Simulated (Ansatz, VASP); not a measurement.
## One calculation of PtSe2, two programs

```xyz
3
Lattice="3.7173 0.0000 0.0000 -1.8587 3.2193 0.0000 0.0000 0.0000 5.8201" Properties=species:S:1:pos:R:3 pbc="T T T"
Pt    0.0000    0.0000    0.0000
Se    1.8587    1.0731    4.5083
Se    0.0000    2.1462    1.3118
```

Alike in both runs: task relaxation of cell and atoms; functional PBE; k mesh 9 × 9 × 6; occupations gaussian, width 0.02 eV; no spin polarisation.

|  | VASP | Ansatz |
| --- | --- | --- |
| version | VASP 6.6.1 | Ansatz 0.2.0 |
| potentials or method | VASP PAW PBE potentials, release 64 (Pt, Se) | scalar-relativistic, plane waves, PAW |
| plane-wave cutoff (eV) | 600 | 420 |
| valence electrons in the cell | 22 | 50 |

Ansatz gave:

- gap on the k mesh at the Fermi level, each at its own relaxed structure (eV): 0.80
- relaxed volume (Å³/atom): 25.62
- relaxed cell length with the largest relative difference (Å): 6.299
- energy change over the relaxation (meV/atom): -7

**Question.** Which values does VASP return?

**Answer.** gap on the k mesh at the Fermi level, each at its own relaxed structure (eV): 0.88; relaxed volume (Å³/atom): 26.34; relaxed cell length with the largest relative difference (Å): 6.484; energy change over the relaxation (meV/atom): -7.

The two sets of potentials don't hold the same shells in valence. Ansatz warned: «structure_snapped_to_symmetry».

Caveats: spin-orbit coupling is left out, which moves the levels of the heavy elements; an odd mesh through Γ misses points on the zone boundary, where band edges often lie; this functional lacks dispersion, which binds the layers, so the pressure and a relaxed spacing across them are unreliable. PBE gaps usually lie below the measured ones, often by a third to a half.
